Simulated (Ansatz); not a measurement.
**La2O3 (P6/mmm): how the settings move a single-point run**

Aim: see which settings change the result for La2O3 (P6/mmm), by how much, and at what cost.

Computed with Ansatz 0.2.0 (reference: DFT PBE, spin-orbit coupling, plane waves, PAW, unless a step's input says otherwise).

3 further runs of the same task are left out: 2 that didn't finish, 1 set aside as unsound or not needed.

### 1 The structure to begin with

Symmetry: P6/mmm, No. 191, hexagonal system. The conventional cell has a = 6.371 Å, b = 6.371 Å, c = 3.287 Å, α = 90.00°, β = 90.00°, γ = 120.00°. La (site symmetry -6m2) has 6 O at 2.47 Å as nearest neighbours. O (site symmetry mmm) has 4 La at 2.47 Å as nearest neighbours.

Coordinates:

```
La O
1.0
     6.37133    0.00000    0.00000
    -3.18566    5.51773    0.00000
     0.00000    0.00000    3.28662
La O
2 3
Direct
  0.33333 0.66667 0.49972
  0.66667 0.33333 0.50028
  0.50001 0.50001 0.00000
  0.49999 0.00000 0.00000
  0.00000 0.49999 0.00000
```

### 2 Reference

input.yaml reads:

```yaml
crystal:
  lattice:
    - [6.3713278021, 0.0, 0.0]
    - [-3.185663901, 5.5177317324, 0.0]
    - [0.0, 0.0, 3.2866216661]
  atoms:
    - { symbol: La, position: [0.3333333333, 0.6666666667, 0.4997241666] }
    - { symbol: La, position: [0.6666666667, 0.3333333333, 0.5002758334] }
    - { symbol: O, position: [0.500006865, 0.500006865, 0.0] }
    - { symbol: O, position: [0.499993135, 0.0, 0.0] }
    - { symbol: O, position: [0.0, 0.499993135, 0.0] }
basis:
  ecutwfc: 420
  ecutrho_ratio: 4
kpoints:
  mp_grid: { grid: [4, 4, 8] }
  band_path:
    path:
      - [[0.0, 0.0, 0.0], [0.5, 0.0, 0.0], [0.33333333, 0.33333333, 0.0], [0.0, 0.0, 0.0], [0.0, 0.0, 0.5], [0.5, 0.0, 0.5], [0.33333333, 0.33333333, 0.5], [0.0, 0.0, 0.5]]
      - [[0.5, 0.0, 0.5], [0.5, 0.0, 0.0]]
      - [[0.33333333, 0.33333333, 0.5], [0.33333333, 0.33333333, 0.0]]
    npoints: 10
hamiltonian:
  xc: pbe
scf:
  occupations: { method: gaussian, width: 0.05 }
  n_extra_bands: 38
output:
  forces: true
  stress: true
  eigenvalues: true
  populations: true
  hubbard: { sites: [{ species: La, l: f }] }
  dos: { projected: true, de: 0.02, nscf_kmesh: { grid: [6, 6, 12] } }
  bader: false
  write_density: true
  write_potential: true
  elf: true
  volumetric_format: npy
magnetization:
  noncollinear: true
  spin_orbit: true
checkpoint:
  read: start.run
  write: ck
  compress: false
  write_wavefunctions: false
  write_every: 100000
```

Launch:

```console
> ansatz run input.yaml --threads 4 --pin off --max-ram 8192MiB --backend cpu --events-out ev --progress --plain --runs-dir out
```

### 3 Changed: hubbard.sites [{species: La, l: f, u_eff: 5.0}], hubbard.double_counting amf

input.yaml reads:

```yaml
crystal:
  lattice:
    - [6.371327802067, -2.886736303949e-11, 0.0]
    - [-3.185663901009, 5.517731732443, 0.0]
    - [0.0, 0.0, 3.2866216661]
  atoms:
    - { symbol: La, position: [0.3333333333333, 0.6666666666667, 0.4997241666] }
    - { symbol: La, position: [0.6666666666667, 0.3333333333333, 0.5002758334] }
    - { symbol: O, position: [0.5, 0.5, 0.0] }
    - { symbol: O, position: [0.5, 0.0, 0.0] }
    - { symbol: O, position: [0.0, 0.5, 0.0] }
basis:
  ecutwfc: 420
  ecutrho_ratio: 4
kpoints:
  mp_grid: { grid: [4, 4, 8] }
hamiltonian:
  xc: pbe
  hubbard: { sites: [{ species: La, l: f, u_eff: 5.0 }], double_counting: amf }
scf:
  occupations: { method: gaussian, width: 0.05 }
output:
  forces: true
  stress: true
  write_density: true
  write_potential: true
  elf: true
  volumetric_format: npy
magnetization:
  noncollinear: true
  spin_orbit: true
```

### 4 Changed: ecutrho_ratio 12, dispersion d3bjatm

input.yaml reads:

```yaml
crystal:
  lattice:
    - [6.371327802067, -2.886736303949e-11, 0.0]
    - [-3.185663901009, 5.517731732443, 0.0]
    - [0.0, 0.0, 3.2866216661]
  atoms:
    - { symbol: La, position: [0.3333333333333, 0.6666666666667, 0.4997241666] }
    - { symbol: La, position: [0.6666666666667, 0.3333333333333, 0.5002758334] }
    - { symbol: O, position: [0.5, 0.5, 0.0] }
    - { symbol: O, position: [0.5, 0.0, 0.0] }
    - { symbol: O, position: [0.0, 0.5, 0.0] }
basis:
  ecutwfc: 420
  ecutrho_ratio: 12
kpoints:
  mp_grid: { grid: [4, 4, 8] }
hamiltonian:
  xc: pbe
  dispersion: d3bjatm
scf:
  occupations: { method: gaussian, width: 0.05 }
output:
  forces: true
  stress: true
magnetization:
  noncollinear: true
  spin_orbit: true
```

### 5 Changing settings: basis.precision f64, occupations.method tetrahedron_uncorrected, eigensolver.kind davidson, width left out

input.yaml reads:

```yaml
crystal:
  lattice:
    - [6.371327802067, -2.886736303949e-11, 0.0]
    - [-3.185663901009, 5.517731732443, 0.0]
    - [0.0, 0.0, 3.2866216661]
  atoms:
    - { symbol: La, position: [0.3333333333333, 0.6666666666667, 0.4997241666] }
    - { symbol: La, position: [0.6666666666667, 0.3333333333333, 0.5002758334] }
    - { symbol: O, position: [0.5, 0.5, 0.0] }
    - { symbol: O, position: [0.5, 0.0, 0.0] }
    - { symbol: O, position: [0.0, 0.5, 0.0] }
basis:
  ecutwfc: 420
  ecutrho_ratio: 4
  precision: f64
kpoints:
  mp_grid: { grid: [4, 4, 8] }
hamiltonian:
  xc: pbe
scf:
  occupations: { method: tetrahedron_uncorrected }
  eigensolver: { kind: davidson }
output:
  forces: true
  stress: true
magnetization:
  noncollinear: true
  spin_orbit: true
```

### 6 Changing settings: xc revpbe

input.yaml reads:

```yaml
crystal:
  lattice:
    - [6.371327802067, -2.886736303949e-11, 0.0]
    - [-3.185663901009, 5.517731732443, 0.0]
    - [0.0, 0.0, 3.2866216661]
  atoms:
    - { symbol: La, position: [0.3333333333333, 0.6666666666667, 0.4997241666] }
    - { symbol: La, position: [0.6666666666667, 0.3333333333333, 0.5002758334] }
    - { symbol: O, position: [0.5, 0.5, 0.0] }
    - { symbol: O, position: [0.5, 0.0, 0.0] }
    - { symbol: O, position: [0.0, 0.5, 0.0] }
basis:
  ecutwfc: 420
  ecutrho_ratio: 4
kpoints:
  mp_grid: { grid: [4, 4, 8] }
hamiltonian:
  xc: revpbe
scf:
  occupations: { method: gaussian, width: 0.05 }
output:
  forces: true
  stress: true
magnetization:
  noncollinear: true
  spin_orbit: true
```

### 7 Variant: eigensolver.kind davidson

input.yaml reads:

```yaml
crystal:
  lattice:
    - [6.371327802067, -2.886736303949e-11, 0.0]
    - [-3.185663901009, 5.517731732443, 0.0]
    - [0.0, 0.0, 3.2866216661]
  atoms:
    - { symbol: La, position: [0.3333333333333, 0.6666666666667, 0.4997241666] }
    - { symbol: La, position: [0.6666666666667, 0.3333333333333, 0.5002758334] }
    - { symbol: O, position: [0.5, 0.5, 0.0] }
    - { symbol: O, position: [0.5, 0.0, 0.0] }
    - { symbol: O, position: [0.0, 0.5, 0.0] }
basis:
  ecutwfc: 420
  ecutrho_ratio: 4
kpoints:
  mp_grid: { grid: [4, 4, 8] }
hamiltonian:
  xc: pbe
scf:
  occupations: { method: gaussian, width: 0.05 }
  eigensolver: { kind: davidson }
output:
  forces: true
  stress: true
magnetization:
  noncollinear: true
  spin_orbit: true
```

What does the calculation give? Wanted: for each run, ending; energy change; pressure; gap; force.

The runs gave:

| run | ending | energy change | pressure (GPa) | gap (eV) | force (eV/Å) | cycles | time |
| --- | --- | --- | --- | --- | --- | --- | --- |
| reference | converged | 0 | 0.0 | 1.60 | 0.00 | - | 68 s |
| 1: hubbard.sites [{species: La, l: f, u_eff: 5.0}], hubbard.double_counting amf | converged | -0.7 meV/atom (U changed: no physical gain or loss) | 0.0 | 1.60 | 0.00 | 9 | 16 s |
| 2: ecutrho_ratio 12, dispersion d3bjatm | converged | -169.4 meV/atom (offset of the dispersion model) | -1.2 | 1.60 | 0.00 | 9 | 5.8 s |
| 3: basis.precision f64, occupations.method tetrahedron_uncorrected, eigensolver.kind davidson, width left out | converged | 0.0 meV/atom (σ→0) | 0.0 | 1.60 | 0.00 | 11 | 18 s |
| 4: xc revpbe | converged | not comparable | 1.4 | 1.69 | 0.00 | 9 | 6 s |
| 5: eigensolver.kind davidson | converged | 0.0 meV/atom | 0.0 | 1.60 | 0.00 | 10 | 13 s |

Times don't compare one to one where runs were asked for different outputs or read a saved state (see the inputs); cycles may leave out searches for a lower state.

Residual by cycle in the longest SCF loop of each run; runs are numbered as in the table. The quantity is the density residual dr2, in eV.

| cycle | reference | run 1 | run 2 | run 3 | run 4 | run 5 |
| --- | --- | --- | --- | --- | --- | --- |
| 1 | 1.3e-10 | 4.19 | 4.19 | 3.9 | 4.18 | 3.85 |
| 2 | 1.7e-11 | 2.05 | 2.05 | 2.23 | 2.08 | 2.29 |
| 3 | - | 0.815 | 0.815 | 0.343 | 0.827 | 0.369 |
| 4 | - | 0.0834 | 0.0827 | 0.0616 | 0.085 | 0.123 |
| 5 | - | 0.0113 | 0.011 | 0.0201 | 0.0123 | 0.0156 |
| 6 | - | 4.7e-4 | 4.6e-4 | 0.00873 | 5.1e-4 | 0.00628 |
| 7 | - | 3.0e-5 | 3.0e-5 | 0.00251 | 3.5e-5 | 2.6e-4 |
| 8 | - | 4.5e-7 | 4.4e-7 | 1.7e-4 | 4.5e-7 | 1.7e-5 |
| 9 | - | 2.1e-8 | 1.8e-8 | 6.6e-5 | 4.9e-8 | 4.1e-6 |
| 10 | - | - | - | 1.7e-7 | - | 2.2e-8 |
| 11 | - | - | - | 4.9e-8 | - | - |

Of the converged runs whose energies compare with the reference's, none moves it noticeably. A changed U is a change of model: its shifts are not errors of convergence.
